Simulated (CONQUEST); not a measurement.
The system is GaN.

```xyz
4
Lattice="3.1869 0.0000 0.0000 0.0000 3.1869 0.0000 0.0000 0.0000 4.5070" Properties=species:S:1:pos:R:3 pbc="T T T"
Ga    1.5841    1.6064    2.2642
Ga    3.1776    0.0129    0.0107
N     0.0063    1.5844    3.3593
N     1.5998    3.1779    1.1058
```

The cell is a database's computed one.

The cell isn't the ideal one: atoms moved at random, drawn with an rms of 0.05 Å.

Base run:

* Program: CONQUEST 1.3
* Functional: PBE
* Potentials or basis: PseudoDojo NC PBE, DZ, grid cutoff 150 Ha
* k mesh: 8 × 8 × 6
* Occupations: fermi-dirac, width 0.05 eV
* Spin: no spin polarisation

Its results: band gap on the k mesh 1.72 eV; pressure 10.0 GPa; largest force 0.593 eV/Å.

Task: The run is repeated on the same cell with these changes: potentials or basis from PseudoDojo NC PBE, DZ, grid cutoff 150 Ha to PseudoDojo NC PBE, SZP, grid cutoff 150 Ha. What comes out?

Result: Band gap on the k mesh 2.11 eV; pressure 10.1 GPa; largest force 0.590 eV/Å.

Caveats: the atomic basis is small; the basis of atomic orbitals isn't converged, which shifts pressures, moduli and gaps; the box holds several primitive cells, so bands are folded and the points are those of the box's own zone (some runs).

A k mesh can miss the band edges.
